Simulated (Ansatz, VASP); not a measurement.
# Pt: VASP beside Ansatz

File INCAR:

```
ALGO = Normal ; EDIFF = 1E-7
ENCUT = 520 ; GGA = PE
ISIF = 2 ; ISMEAR = 0
LASPH = T ; LCHARG = F
LREAL = F ; LWAVE = F
NBANDS = 17 ; NELM = 80
PREC = Accurate ; SIGMA = 0.15
```

Contents of KPOINTS:

```
k-points
0
Gamma
  18 18 10
```

File POSCAR:

```
Pt
1.0
    2.6620000000      0.0000000000      0.0000000000
   -1.3310000000      2.3053596249      0.0000000000
    0.0000000000      0.0000000000      4.8412000000
Pt
2
Direct
    0.6666666667      0.3333333333      0.7500000000
    0.3333333333      0.6666666667      0.2500000000
```

Input for Ansatz:

```yaml
crystal:
  lattice:
    - [2.662, 0.0, 0.0]
    - [-1.331, 2.3053596249, 0.0]
    - [0.0, 0.0, 4.8412]
  atoms:
    - { symbol: Pt, position: [0.6666666667, 0.3333333333, 0.75] }
    - { symbol: Pt, position: [0.3333333333, 0.6666666667, 0.25] }
basis:
  ecutwfc: 420
kpoints:
  mp_grid: { grid: [18, 18, 10] }
hamiltonian:
  xc: pbe
scf:
  occupations: { method: gaussian, width: 0.15 }
output:
  forces: true
  stress: true
  eigenvalues: true
```

Alike in both runs: task single point; functional PBE; k mesh 18 × 18 × 10; occupations gaussian, width 0.15 eV; no spin polarisation.

|  | VASP | Ansatz |
| --- | --- | --- |
| version | VASP 6.6.1 | Ansatz 0.2.0 |
| potentials or method | VASP PAW PBE potentials, release 64 (Pt) | scalar-relativistic, plane waves, PAW |
| plane-wave cutoff (eV) | 520 | 420 |
| valence electrons in the cell | 20 | 36 |

```tsv
	VASP	Ansatz	Ansatz less VASP
gap on the k mesh at the Fermi level (eV)	none	none	-
pressure (GPa)	18.7	19.3	+0.57
largest component of the traceless stress (GPa)	11.46	11.47	+0.014
```

A gap of «none» marks a metal or a gap that the smearing closes. The two sets of potentials don't hold the same shells in valence.

Caveats: so large a pressure means that the cell lies far from this level's equilibrium, or that cutoff or potentials fall short (VASP). The runs have no spin-orbit coupling, so splittings on Pt are missing.
